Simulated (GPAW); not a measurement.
# Al (Im-3m) in GPAW: a series of runs

One crystal, Al, is run at these levels: PBE; tasks: relaxation of cell and atoms.

Everything below comes from runs of GPAW 26.7.0. Logs are shortened: lines on timing, memory, paths and dates and some standing lists are left out, and cuts for length are marked. The log counts tension as positive stress, the text compression.

**1. Starting point**

It takes space group Im-3m (No. 229, cubic). Conventional cell: a = 3.182 Å, b = 3.182 Å, c = 3.182 Å, α = 90.00°, β = 90.00°, γ = 90.00°. Around Al (site symmetry m-3m) lie 8 Al at 2.76 Å.

This isn't the form of Al at room conditions, which is fcc.

**2. Relaxation of cell and atoms, PBE, target pressure 5 GPa, at which the enthalpy is minimised**

Contents of run.py:

```python
from ase.filters import FrechetCellFilter
from ase.io import read, write
from ase.optimize import BFGS
from ase.units import GPa
from gpaw import GPAW, PW

atoms = read('Al.xyz')

calc = GPAW(mode=PW(600),
            xc='PBE',
            kpts={'size': (12, 12, 12), 'gamma': True},
            occupations={'name': 'fermi-dirac', 'width': 0.05},
            nbands=7,
            convergence={'density': 1e-05, 'forces': 0.0001},
            maxiter=150,
            txt='gpaw.txt')
atoms.calc = calc
opt = BFGS(FrechetCellFilter(atoms, scalar_pressure=5 * GPa), trajectory='relax.traj', logfile='-')
done = opt.run(fmax=0.02, steps=60)
calc.write('gs.gpw')
write('result.traj', atoms)
print('Converged:', done)
print('Cell:', atoms.cell.cellpar().round(4))
print('Volume:', round(atoms.get_volume(), 4))
print(atoms.get_scaled_positions().round(5))
```

Contents of Al.xyz:

```xyz
1
Lattice="-1.5912186900 1.5912186900 1.5912186900 1.5912186900 -1.5912186900 1.5912186900 1.5912186900 1.5912186900 -1.5912186900" Properties=species:S:1:pos:R:3 pbc="T T T"
Al     0.0000000000      0.0000000000      0.0000000000
```

Potentials or basis: GPAW PAW data sets (gpaw-data 1.2.1), pw.

Launch:

```
OMP_NUM_THREADS=1 python run.py
```

gpaw.txt:

```text
__  _  _
 | _ |_)|_||  |
 |__||  | ||/\| - 26.7.0

Input parameters:
  mode=PW(ecut=600.0),
  convergence={'density': 1e-05, 'forces': 0.0001},
  kpts=MonkhorstPack(size=(12, 12, 12), gamma=True),
  maxiter=150,
  nbands=7,
  occupations=Occupations(name='fermi-dirac', width=0.05),
  xc=XC(name='PBE')

Diagonalizing LCAO Hamiltonian
Converting LCAO to pw mode

       Al

Atoms  # Å, Bohr magnetons
|   | symbol |        x |        y |        z |    initial magnetic moments |
|---|--------|----------|----------|----------|-----------------------------|
| 0 |     Al | 0.000000 | 0.000000 | 0.000000 | ( 0.0000,  0.0000,  0.0000) |

Unit cell  # Å
| periodic |         x |         y |         z |  lengths |     angles |
|----------|-----------|-----------|-----------|----------|------------|
|      yes | -1.591219 |  1.591219 |  1.591219 | 2.756072 | 109.471221 |
|      yes |  1.591219 | -1.591219 |  1.591219 | 2.756072 | 109.471221 |
|      yes |  1.591219 |  1.591219 | -1.591219 | 2.756072 | 109.471221 |
[... 162 lines left out ...]
SCF iterations
|iter     | |      energy | eigst |  dens |force |
|---------|-|-------------|-------|-------|------|
|iter:   1| |   -3.627940 | -0.21 |       |      |
|iter:   2| |   -3.627995 | -3.37 | -0.99 |      |
|iter:   3| |   -3.626165 | -3.30 | -1.01 |      |
|iter:   4| |   -3.626574 | -3.92 | -1.58 |      |
|iter:   5| |   -3.626595c| -5.88 | -2.83 |      |
|iter:   6| |   -3.626599c| -6.34 | -3.22 |      |
|iter:   7| |   -3.626599c| -8.46c| -4.82 |      |
|iter:   8| |   -3.626599c| -9.17c| -5.30c|      |
|iter:   9| |   -3.626599c| -9.82c| -6.69c|-24.81c|

Converged in 9 steps
Energy contributions relative to reference atoms: (reference = -6603.423265)

Energy contributions:
  Kinetic:           5.089062
  Coulomb:          -2.857548
  Zero:             -0.007552
  External:          0.000000
  Xc:               -5.848500
  Entropy:          -0.004120
  Spinorbit:         0.000000
  ----------------------------
  Free energy:      -3.628659
  Extrapolated:     -3.626599
[... 18 lines left out ...]
Stress tensor  # eV/Ang^3
|         x |         y |         z |
|-----------|-----------|-----------|
| -0.024899 | -0.000000 |  0.000000 |
| -0.000000 | -0.024899 |  0.000000 |
|  0.000000 |  0.000000 | -0.024899 |

Forces  # eV/Ang
|       x |       y |        z |
|---------|---------|----------|
| 0.00000 | 0.00000 | -0.00000 |  # Al   0

Interpolating wave functions to new cell

       Al

Atoms  # Å, Bohr magnetons
|   | symbol |        x |        y |         z |    initial magnetic moments |
|---|--------|----------|----------|-----------|-----------------------------|
| 0 |     Al | 0.000000 | 0.000000 | -0.000000 | ( 0.0000,  0.0000,  0.0000) |

Unit cell  # Å
| periodic |         x |         y |         z |  lengths |     angles |
|----------|-----------|-----------|-----------|----------|------------|
|      yes | -1.588909 |  1.588909 |  1.588909 | 2.752071 | 109.471221 |
|      yes |  1.588909 | -1.588909 |  1.588909 | 2.752071 | 109.471221 |
|      yes |  1.588909 |  1.588909 | -1.588909 | 2.752071 | 109.471221 |
[... 162 lines left out ...]
SCF iterations
|iter     | |      energy | eigst |  dens |force |
|---------|-|-------------|-------|-------|------|
|iter:   1| |   -3.624771 | -3.18 |       |      |
|iter:   2| |   -3.624770 | -7.65c| -2.75 |      |
|iter:   3| |   -3.624760c| -6.37 | -2.78 |      |
|iter:   4| |   -3.624759c| -7.05 | -3.33 |      |
|iter:   5| |   -3.624759c| -8.00c| -4.38 |      |
|iter:   6| |   -3.624759c| -8.26c| -4.75 |      |
|iter:   7| |   -3.624759c| -9.43c| -6.21c|      |
|iter:   8| |   -3.624759c|-10.88c| -6.96c|-25.30c|

Converged in 8 steps
Energy contributions relative to reference atoms: (reference = -6603.423265)

Energy contributions:
  Kinetic:           5.234480
  Coulomb:          -2.963349
  Zero:             -0.007692
  External:          0.000000
  Xc:               -5.886127
  Entropy:          -0.004142
  Spinorbit:         0.000000
  ----------------------------
  Free energy:      -3.626830
  Extrapolated:     -3.624759
[... 18 lines left out ...]
Stress tensor  # eV/Ang^3
|         x |         y |         z |
|-----------|-----------|-----------|
| -0.027231 | -0.000000 |  0.000000 |
| -0.000000 | -0.027231 | -0.000000 |
|  0.000000 | -0.000000 | -0.027231 |

Forces  # eV/Ang
|        x |        y |        z |
|----------|----------|----------|
| -0.00000 | -0.00000 | -0.00000 |  # Al   0

Interpolating wave functions to new cell

       Al

Atoms  # Å, Bohr magnetons
|   | symbol |         x |        y |         z |    initial magnetic moments |
|---|--------|-----------|----------|-----------|-----------------------------|
| 0 |     Al | -0.000000 | 0.000000 | -0.000000 | ( 0.0000,  0.0000,  0.0000) |

Unit cell  # Å
| periodic |         x |         y |         z |  lengths |     angles |
|----------|-----------|-----------|-----------|----------|------------|
|      yes | -1.585026 |  1.585026 |  1.585026 | 2.745345 | 109.471221 |
|      yes |  1.585026 | -1.585026 |  1.585026 | 2.745345 | 109.471221 |
|      yes |  1.585026 |  1.585026 | -1.585026 | 2.745345 | 109.471221 |
[... 162 lines left out ...]
SCF iterations
|iter     | |      energy | eigst |  dens |force |
|---------|-|-------------|-------|-------|------|
|iter:   1| |   -3.621340 | -3.44 |       |      |
|iter:   2| |   -3.621336 | -7.23 | -2.53 |      |
|iter:   3| |   -3.621308c| -5.93 | -2.55 |      |
|iter:   4| |   -3.621307c| -6.60 | -3.10 |      |
|iter:   5| |   -3.621307c| -7.56c| -4.15 |      |
|iter:   6| |   -3.621307c| -7.82c| -4.53 |      |
|iter:   7| |   -3.621307c| -9.00c| -5.98c|      |
|iter:   8| |   -3.621307c|-10.45c| -6.73c|-25.06c|

Converged in 8 steps
Energy contributions relative to reference atoms: (reference = -6603.423265)

Energy contributions:
  Kinetic:           5.481675
  Coulomb:          -3.143151
  Zero:             -0.007922
  External:          0.000000
  Xc:               -5.949820
  Entropy:          -0.004178
  Spinorbit:         0.000000
  ----------------------------
  Free energy:      -3.623396
  Extrapolated:     -3.621307
[... 18 lines left out ...]
Stress tensor  # eV/Ang^3
|         x |         y |         z |
|-----------|-----------|-----------|
| -0.031245 | -0.000000 |  0.000000 |
| -0.000000 | -0.031245 |  0.000000 |
|  0.000000 |  0.000000 | -0.031245 |

Forces  # eV/Ang
|        x |       y |       z |
|----------|---------|---------|
| -0.00000 | 0.00000 | 0.00000 |  # Al   0

# Writing to gs.gpw (mode='')
```

stdout:

```text
Step          Energy          fmax
BFGS:    0       -3.125727        0.101672
BFGS:    1       -3.126085        0.063802
BFGS:    2       -3.126313        0.000592
Converged: True
Cell: [  2.7453   2.7453   2.7453 109.4712 109.4712 109.4712]
Volume: 15.9283
[[0. 0. 0.]]
```

Run time: 15 s. Hardware: 1 thread of Arm Neoverse V1, shared host; peak memory 0.15 GiB.

What came out:

```
Free energy                                            : -3.6234 eV
Relaxed volume                                         : 15.93 Å³/atom
Relaxed cell                                           : a = 2.745 Å, b = 2.745 Å, c = 2.745 Å, α = 109.47°, β = 109.47°, γ = 109.47°
Space group after relaxing (to 0.05 Å)                 : Im-3m (No. 229)
Energy change on relaxing (the enthalpy is what falls) : +5.3 meV/atom
Ionic steps                                            : 3
Pressure after relaxing                                : 5.0 GPa
Band gap on the k mesh                                 : none (metal or under the smearing width)
```

The path:
```tsv
step	energy change (eV)	largest force (eV/Å)	pressure (GPa)	volume (Å³)
1	0.0000	0.0000	3.99	16.12
2	0.0018	0.0000	4.36	16.05
3	0.0053	0.0000	5.01	15.93
```

Final structure:
```xyz
1
Lattice="-1.5850 1.5850 1.5850 1.5850 -1.5850 1.5850 1.5850 1.5850 -1.5850" Properties=species:S:1:pos:R:3 pbc="T T T"
Al    0.0000    0.0000    0.0000
```

Caveat: later steps reuse the first step's grids.

**3. Relaxation of cell and atoms, PBE, target pressure 10 GPa, at which the enthalpy is minimised**

Edit run.py of step 2 so:

```diff
@@ -17,3 +17,3 @@
 atoms.calc = calc
-opt = BFGS(FrechetCellFilter(atoms, scalar_pressure=5 * GPa), trajectory='relax.traj', logfile='-')
+opt = BFGS(FrechetCellFilter(atoms, scalar_pressure=10 * GPa), trajectory='relax.traj', logfile='-')
 done = opt.run(fmax=0.02, steps=60)
```

Al.xyz is that of step 2.

Potentials or basis: GPAW PAW data sets (gpaw-data 1.2.1), pw.

Launch:

```
OMP_NUM_THREADS=1 python run.py
```

Run time: 21 s. Hardware: 1 thread of Arm Neoverse V1, shared host; peak memory 0.16 GiB.

Results (log left out):

* Free energy: -3.5871 eV
* Relaxed volume: 15.14 Å³/atom
* Relaxed cell: a = 2.699 Å, b = 2.699 Å, c = 2.699 Å, α = 109.47°, β = 109.47°, γ = 109.47°
* Space group after relaxing (to 0.05 Å): Im-3m (No. 229)
* Energy change on relaxing (the enthalpy is what falls): +41.6 meV/atom
* Ionic steps: 4
* Pressure after relaxing: 10.0 GPa
* Band gap on the k mesh: none (metal or under the smearing width)

The path:
```csv
step,energy change (eV),largest force (eV/Å),pressure (GPa),volume (Å³)
1,0.0000,0.0000,3.99,16.12
2,0.0132,0.0000,6.30,15.70
3,0.0438,0.0000,10.25,15.11
4,0.0416,0.0000,9.99,15.14
```

Final structure:
```
Al
1.0
    -1.55848    1.55848    1.55848
     1.55848   -1.55848    1.55848
     1.55848    1.55848   -1.55848
Al
1
Direct
  0.00000 0.00000 0.00000
```

Levels at points of the mesh, in eV from the Fermi level:
```csv
k point,band 1,band 2,band 3,band 4
"(0.00, 0.00, 0.00)",-11.75,13.82,13.82,13.82
"(0.50, 0.50, 0.00)",-4.65,-3.96,8.47,8.86
"(0.50, 0.50, 0.50)",2.03,2.03,2.03,2.84
```

Caveat: later steps reuse the first step's grids.

**4. Relaxation of cell and atoms, PBE, target pressure 20 GPa, at which the enthalpy is minimised**

Edit run.py of step 3 so:

```diff
@@ -17,3 +17,3 @@
 atoms.calc = calc
-opt = BFGS(FrechetCellFilter(atoms, scalar_pressure=10 * GPa), trajectory='relax.traj', logfile='-')
+opt = BFGS(FrechetCellFilter(atoms, scalar_pressure=20 * GPa), trajectory='relax.traj', logfile='-')
 done = opt.run(fmax=0.02, steps=60)
```

Al.xyz is that of step 3.

Launch:

```
OMP_NUM_THREADS=1 python run.py
```

It took 22 s on 1 thread of Arm Neoverse V1, shared host; peak memory 0.15 GiB.

It converged, with:

* Free energy: -3.4841 eV
* Relaxed volume: 14.02 Å³/atom
* Relaxed cell: a = 2.631 Å, b = 2.631 Å, c = 2.631 Å, α = 109.47°, β = 109.47°, γ = 109.47°
* Space group after relaxing (to 0.05 Å): Im-3m (No. 229)
* Energy change on relaxing (the enthalpy is what falls): +144.4 meV/atom
* Ionic steps: 4
* Pressure after relaxing: 19.9 GPa
* Band gap on the k mesh: none (metal or under the smearing width)

Step by step:
```tsv
step	energy change (eV)	largest force (eV/Å)	pressure (GPa)	volume (Å³)
1	0.0000	0.0000	3.99	16.12
2	0.0481	0.0000	10.73	15.04
3	0.1635	0.0000	21.50	13.87
4	0.1444	0.0000	19.91	14.02
```

Final structure:
```cif
data_structure
_symmetry_space_group_name_H-M 'P 1'
_symmetry_Int_Tables_number 1
_cell_length_a 2.6307
_cell_length_b 2.6307
_cell_length_c 2.6307
_cell_angle_alpha 109.471
_cell_angle_beta 109.471
_cell_angle_gamma 109.471
_cell_volume 14.02
loop_
_atom_site_label
_atom_site_type_symbol
_atom_site_fract_x
_atom_site_fract_y
_atom_site_fract_z
_atom_site_occupancy
Al1 Al 0.00000 0.00000 0.00000 1
```

Levels at points of the mesh, in eV from the Fermi level:
| k point | band 1 | band 2 | band 3 | band 4 |
| --- | --- | --- | --- | --- |
| (0.00, 0.00, 0.00) | -12.32 | 14.34 | 14.34 | 14.34 |
| (0.50, 0.50, 0.00) | -4.95 | -4.06 | 8.67 | 9.54 |
| (0.50, 0.50, 0.50) | 2.20 | 2.20 | 2.20 | 2.71 |

Caveat: later steps reuse the first step's grids.

**5. Relaxation of cell and atoms, PBE, target pressure 30 GPa, at which the enthalpy is minimised**

Edit run.py of step 4 so:

```diff
@@ -17,3 +17,3 @@
 atoms.calc = calc
-opt = BFGS(FrechetCellFilter(atoms, scalar_pressure=20 * GPa), trajectory='relax.traj', logfile='-')
+opt = BFGS(FrechetCellFilter(atoms, scalar_pressure=30 * GPa), trajectory='relax.traj', logfile='-')
 done = opt.run(fmax=0.02, steps=60)
```

Al.xyz is that of step 4.

Potentials or basis: GPAW PAW data sets (gpaw-data 1.2.1), pw.

Launch:

```
OMP_NUM_THREADS=1 python run.py
```

gpaw.txt:

```text
__  _  _
 | _ |_)|_||  |
 |__||  | ||/\| - 26.7.0

Input parameters:
  mode=PW(ecut=600.0),
  convergence={'density': 1e-05, 'forces': 0.0001},
  kpts=MonkhorstPack(size=(12, 12, 12), gamma=True),
  maxiter=150,
  nbands=7,
  occupations=Occupations(name='fermi-dirac', width=0.05),
  xc=XC(name='PBE')

Diagonalizing LCAO Hamiltonian
Converting LCAO to pw mode

       Al

Atoms  # Å, Bohr magnetons
|   | symbol |        x |        y |        z |    initial magnetic moments |
|---|--------|----------|----------|----------|-----------------------------|
| 0 |     Al | 0.000000 | 0.000000 | 0.000000 | ( 0.0000,  0.0000,  0.0000) |

Unit cell  # Å
| periodic |         x |         y |         z |  lengths |     angles |
|----------|-----------|-----------|-----------|----------|------------|
|      yes | -1.591219 |  1.591219 |  1.591219 | 2.756072 | 109.471221 |
|      yes |  1.591219 | -1.591219 |  1.591219 | 2.756072 | 109.471221 |
|      yes |  1.591219 |  1.591219 | -1.591219 | 2.756072 | 109.471221 |
[... 207 lines left out ...]
Stress tensor  # eV/Ang^3
|         x |         y |         z |
|-----------|-----------|-----------|
| -0.024899 | -0.000000 |  0.000000 |
| -0.000000 | -0.024899 |  0.000000 |
|  0.000000 |  0.000000 | -0.024899 |

Forces  # eV/Ang
|       x |       y |        z |
|---------|---------|----------|
| 0.00000 | 0.00000 | -0.00000 |  # Al   0

[... 226 lines left out ...]
|  0.000000 |  0.000000 | -0.100073 |

Forces  # eV/Ang
|        x |       y |       z |
|----------|---------|---------|
| -0.00000 | 0.00000 | 0.00000 |  # Al   0

Interpolating wave functions to new cell

       Al

Atoms  # Å, Bohr magnetons
|   | symbol |         x |         y |         z |    initial magnetic moments |
|---|--------|-----------|-----------|-----------|-----------------------------|
| 0 |     Al | -0.000000 | -0.000000 | -0.000000 | ( 0.0000,  0.0000,  0.0000) |

Unit cell  # Å
| periodic |         x |         y |         z |  lengths |     angles |
|----------|-----------|-----------|-----------|----------|------------|
|      yes | -1.480860 |  1.480860 |  1.480860 | 2.564925 | 109.471221 |
|      yes |  1.480860 | -1.480860 |  1.480860 | 2.564925 | 109.471221 |
|      yes |  1.480860 |  1.480860 | -1.480860 | 2.564925 | 109.471221 |
[... 206 lines left out ...]
Stress tensor  # eV/Ang^3
|         x |         y |         z |
|-----------|-----------|-----------|
| -0.203380 |  0.000000 | -0.000000 |
|  0.000000 | -0.203380 |  0.000000 |
| -0.000000 |  0.000000 | -0.203380 |

Forces  # eV/Ang
|        x |       y |       z |
|----------|---------|---------|
| -0.00000 | 0.00000 | 0.00000 |  # Al   0

Interpolating wave functions to new cell

       Al

Atoms  # Å, Bohr magnetons
|   | symbol |         x |         y |        z |    initial magnetic moments |
|---|--------|-----------|-----------|----------|-----------------------------|
| 0 |     Al | -0.000000 | -0.000000 | 0.000000 | ( 0.0000,  0.0000,  0.0000) |

Unit cell  # Å
| periodic |         x |         y |         z |  lengths |     angles |
|----------|-----------|-----------|-----------|----------|------------|
|      yes | -1.488185 |  1.488185 |  1.488185 | 2.577613 | 109.471221 |
|      yes |  1.488185 | -1.488185 |  1.488185 | 2.577613 | 109.471221 |
|      yes |  1.488185 |  1.488185 | -1.488185 | 2.577613 | 109.471221 |
[... 206 lines left out ...]
Stress tensor  # eV/Ang^3
|         x |         y |         z |
|-----------|-----------|-----------|
| -0.186469 | -0.000000 | -0.000000 |
| -0.000000 | -0.186469 |  0.000000 |
| -0.000000 |  0.000000 | -0.186469 |

Forces  # eV/Ang
|       x |       y |       z |
|---------|---------|---------|
| 0.00000 | 0.00000 | 0.00000 |  # Al   0

# Writing to gs.gpw (mode='')
```

Run time: 22 s. Hardware: 1 thread of Arm Neoverse V1, shared host; peak memory 0.15 GiB.

What came out:

| Quantity | Value |
| --- | --- |
| Free energy | -3.3559 eV |
| Relaxed volume | 13.18 Å³/atom |
| Relaxed cell | a = 2.578 Å, b = 2.578 Å, c = 2.578 Å, α = 109.47°, β = 109.47°, γ = 109.47° |
| Space group after relaxing (to 0.05 Å) | Im-3m (No. 229) |
| Energy change on relaxing (the enthalpy is what falls) | +272.6 meV/atom |
| Ionic steps | 4 |
| Pressure after relaxing | 29.9 GPa |
| Band gap on the k mesh | none (metal or under the smearing width) |

The path:
```csv
step,energy change (eV),largest force (eV/Å),pressure (GPa),volume (Å³)
1,0.0000,0.0000,3.99,16.12
2,0.1006,0.0000,16.03,14.41
3,0.3103,0.0000,32.59,12.99
4,0.2726,0.0000,29.88,13.18
```

Final structure:
```
Al
1.0
    -1.48819    1.48819    1.48819
     1.48819   -1.48819    1.48819
     1.48819    1.48819   -1.48819
Al
1
Cartesian
  0.0000 0.0000 0.0000
```

Levels at points of the mesh, in eV from the Fermi level:
| k point | band 1 | band 2 | band 3 | band 4 |
| --- | --- | --- | --- | --- |
| (0.00, 0.00, 0.00) | -12.80 | 14.74 | 14.74 | 14.74 |
| (0.50, 0.50, 0.00) | -5.21 | -4.15 | 8.81 | 10.10 |
| (0.50, 0.50, 0.50) | 2.33 | 2.33 | 2.33 | 2.57 |

Caveat: later steps reuse the first step's grids; the volume moved by over 15 % at a fixed basis, so the end points are rough.

**6. Overview**

| cell | target pressure | gap on the mesh (eV) | pressure (GPa) |
| --- | --- | --- | --- |
| relaxed to 5 GPa | 5 GPa | none | 5.0 |
| relaxed to 10 GPa | 10 GPa | none | 10.0 |
| relaxed to 20 GPa | 20 GPa | none | 19.9 |
| relaxed to 30 GPa | 30 GPa | none | 29.9 |

Alike in all rows: task relaxation of cell and atoms; level PBE; potentials or basis GPAW PAW data sets (gpaw-data 1.2.1), pw; no spin polarisation; k mesh 12 × 12 × 12; cutoff (eV) 600; smearing fermi-dirac 0.05 eV.

Caveats: later steps reuse the first step's grids; the volume moved by over 15 % at a fixed basis, so the end points are rough (some runs).

Absolute energies hang on the potentials; compare differences alone.
